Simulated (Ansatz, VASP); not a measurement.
# Cross-check of BAs between VASP and Ansatz, part 2 of 2

Aim: how closely do two programs agree when they are given the same cell, functional and k mesh?

VASP 6.6.1 and Ansatz 0.2.0.

So far. Step 2 (VASP: single point, PBE): The run ends at a pressure of 13.59 GPa. Step 3 (Ansatz: single point, PBE): The run ends at a pressure of 12.83 GPa.

## 6. Ansatz: single point, r2SCAN

Level of this step: Ansatz beside VASP: Kohn-Sham DFT, plane waves, r2SCAN (Ansatz).

With cell and atoms fixed, the geometry can't cause a difference; cores, projectors, grids and the points listed under the comparison can. The cell compared in this pair holds 28.89 Å³, against 25.62 Å³ for the pair before.

input.yaml

```yaml
crystal:
  lattice:
    - [0.0, 2.4353452264, 2.4353452264]
    - [2.4353452264, 0.0, 2.4353452264]
    - [2.4353452264, 2.4353452264, 0.0]
  atoms:
    - { symbol: As, position: [0.75, 0.75, 0.75] }
    - { symbol: B, position: [0.0, 0.0, 0.0] }
hamiltonian:
  xc: r2scan
  pseudopotentials: { kind: paw }
kpoints:
  mp_grid: { grid: [6, 6, 6] }
scf:
  occupations: { method: gaussian, width: 0.05 }
  n_extra_bands: 4
output:
  forces: true
  stress: true
  eigenvalues: true
  write_density: true
  write_potential: true
  elf: true
  volumetric_format: npy
```

Launch:

```sh
$ ansatz run input.yaml --threads 2 --pin off --max-ram 4608MiB --backend cpu --events-out ev --progress --plain --runs-dir out
```

Numbers of over 12 decimals in the logs are rounded to 6 here.

The log of the run:

```text
[...]
Crystal: 2 atoms, lattice volume = 28.888 Å³
Basis set: ecut = 500 eV, 725 PW (Γ), exchange–correlation on 108×108×108 points (64 copies of the dense FFT grid, shifted against one another)
Bands: 13, of which v1, the nominal top of the filled ones, is band 9 counted from 1 (8 counted from 0)
Symmetry: 24 space group operations
[...]
--- Band table (eV; the first three rows and the last of 16) ---
  k-point 0: bands = [... 5 lower, -5.4970, 10.1276, 10.1276, 10.1276, 13.5041, 13.5041, 13.5041, 14.4861]
  k-point 1: bands = [... 5 lower, -5.0457, 7.1070, 9.4455, 9.4455, 13.4314, 14.4018, 14.4018, 16.7599]
  k-point 2: bands = [... 5 lower, -3.7928, 3.3201, 8.6025, 8.6025, 12.9381, 15.1335, 15.1335, 19.2263]
  k-point 15: bands = [... 5 lower, -1.2408, 1.6802, 5.0565, 5.2581, 14.1754, 14.3569, 18.9507, 19.2474]
[key lines of the parts left out:]
SCF converged after 6 iterations
Free energy (F): -5021.289737 eV
Fermi energy:    10.882808 eV
P = ⅓ Tr σ = -6.7917 GPa (-67.917 kbar)
```

The job ended after 1.6 s (2 threads of Intel Xeon 6975P-C (Granite Rapids), shared host; peak memory 0.39 GiB; 2.5 s of CPU time).

The run ends at a pressure of -6.79 GPa.

## 7. VASP: single point, r2SCAN

The same cell, functional, mesh and smearing now go to VASP, with its own data sets and cutoff.

INCAR

```
SYSTEM = BAs
PREC = Accurate
ENCUT = 440
EDIFF = 1E-06
NELM = 100
ISMEAR = 0
SIGMA = 0.05
LREAL = .FALSE.
ALGO = Normal
METAGGA = R2SCAN
LASPH = .TRUE.
NBANDS = 10
LWAVE = .FALSE.
LCHARG = .FALSE.
KPAR = 8
```

POSCAR

```
BAs
1.0
    0.0000000000      2.4353452264      2.4353452264
    2.4353452264      0.0000000000      2.4353452264
    2.4353452264      2.4353452264      0.0000000000
As B
1 1
Direct
    0.7500000000      0.7500000000      0.7500000000
    0.0000000000      0.0000000000      0.0000000000
```

KPOINTS

```
Automatic mesh
0
Gamma
6 6 6
0 0 0
```

Potentials, in the order of the species: As_GW and B_GW (PBE family, release 64).

Launch:

```sh
$ mpirun -np 8 vasp_std
```

The log of the run:

```text
[banner, memory and clock lines left out]
running    8 mpi-ranks, on    1 nodes
[...]
[... a notice as in an earlier step ...]

|                                                                             |
|               ----> ADVICE to this user running VASP <----                  |
|                                                                             |
|     You enforced a specific xc type in the INCAR file but a different       |
|     [... a line on the potential file left out ...]
|     I HOPE YOU KNOW WHAT YOU ARE DOING!                                     |
|                                                                             |

 LDA part: xc-table for (None), standard interpolation
 POSCAR, INCAR and KPOINTS ok, starting setup
[...]
entering main loop
       N       E                     dE             d eps       ncg     rms          rms(c)
DAV:   1    -0.317344768334E+00   -0.31734E+00   -0.36176E+03   320   0.697E+02
DAV:   2    -0.233732448719E+02   -0.23056E+02   -0.21942E+02   494   0.123E+02
DAV:   3    -0.241000507309E+02   -0.72681E+00   -0.72475E+00   416   0.183E+01
DAV:   4    -0.241068258588E+02   -0.67751E-02   -0.67737E-02   442   0.218E+00
[...]
DAV:  10    -0.222106158225E+02   -0.71733E-04   -0.11927E-04   376   0.117E-01    0.931E-03
DAV:  11    -0.222106145613E+02    0.12613E-05   -0.94643E-06   414   0.230E-02    0.207E-03
DAV:  12    -0.222106152463E+02   -0.68507E-06   -0.11508E-06   224   0.659E-03
   1 F= -.22210615E+02 E0= -.22210615E+02  d E =-.872084E-13
```

OUTCAR, selected parts (step 7):

```text
  Total       -1.2233853     -1.2233853     -1.2233853      0.0000000      0.0000000     -0.0000000
  in kB      -67.8519358    -67.8519358    -67.8519358      0.0000000      0.0000000     -0.0000000
  external PRESSURE =     -67.8519358 kB  Pullay stress =       0.0000000 kB

 POSITION                                       TOTAL-FORCE (eV/Angst)
 -----------------------------------------------------------------------------------
      3.65302      3.65302      3.65302         0.000000      0.000000      0.000000
      0.00000      0.00000      0.00000        -0.000000     -0.000000     -0.000000
 -----------------------------------------------------------------------------------
    total drift:                               -0.000000     -0.000000     -0.000000

  FREE ENERGIE OF THE ION-ELECTRON SYSTEM (eV)
  ---------------------------------------------------
  free  energy   TOTEN  =       -22.2106152463 eV

  energy  without entropy=      -22.2106152463  energy(sigma->0) =      -22.21061525

[... 1 part as in an earlier step ...]

[... 2 further parts left out ...]
[key lines of the parts left out:]
E-fermi :   5.6669
```

The run ends at a pressure of -6.79 GPa.

## 8. Side by side

What differs besides the data sets and the points named for the pairs above, as far as they apply: VASP keeps PBE cores, Ansatz makes them for the functional; the cutoff is 500 eV in Ansatz and 440 eV in VASP. Total energies have different zeros and are not compared.

Compared:

```csv
quantity,Ansatz,VASP,difference
gap on the k mesh (eV),1.512,1.504,+0.007
```

Not compared: the pressure (VASP's GW data sets at this cutoff don't carry it). A gap on the mesh is an upper bound, since the band edges may lie between its points.

## 9. Outcome

* difference in gap on the k mesh (single point, PBE): 0.016 eV
* difference in gap on the k mesh (single point, r2SCAN): 0.0072 eV

What this shows: The difference in gap on the k mesh is 0.016 eV (single point, PBE), within the 0.08 eV picked in this series as the mark of a large difference. For single point, PBE, no further run moves any of the tabulated differences by more than a quarter of its size. Such differences can come from data sets, numerical settings and the points named under the comparisons, not from the functional's error against experiment.

[Lines on the potential files, build, host, timing and source positions are cut from VASP's logs without a mark.]

[Logs are printed without paths, hosts, clocks, repeated set-up lines and the standing remarks that a program may print on its own settings, such as how far it seeks lower states.]

[Hosts, paths, dates, database ids (printed as entryN), source tags and the programs' standing remarks are cut or masked in the printed files.]
